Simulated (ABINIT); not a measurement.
A run of ABINIT 10.8.3 (patched build) is set up as follows.

Contents of run.abi:

```
pp_dirpath "./"
pseudos "Ta.GGA_PBE-JTH.xml, N.GGA_PBE-JTH.xml"

structure "poscar:POSCAR"
natom 2

ecut 26.0
pawecutdg 48.0
pawxcdev 0

kptopt 1
ngkpt 10 10 10
nshiftk 1
shiftk 0.0 0.0 0.0

ixc 11

nband 13
occopt 3
tsmear 0.05 eV

nstep 100
tolvrs 1.0e-9

iomode 3
prtwf 0
prtden 0
prteig 0
prtebands 0
enunit 2
```

File POSCAR:

```
TaN
1.0
    0.0000000000      2.1790013100      2.1790013100
    2.1790013100      0.0000000000      2.1790013100
    2.1790013100      2.1790013100      0.0000000000
Ta N
1 1
Direct
    0.5000000000      0.5000000000      0.5000000000  Ta
    0.0000000000      0.0000000000      0.0000000000  N
```

Potentials or basis: JTH PAW PBE v2.0.

Launch:

```console
$ abinit run.abi > log 2>&1
```

(1) Estimate the band gap on the k mesh.

(2) Estimate the pressure.

Results:

(1) none (metal or under the smearing width).

(2) 14.3 GPa.

Caveat: the highest band is partly filled, so the run has too few bands.
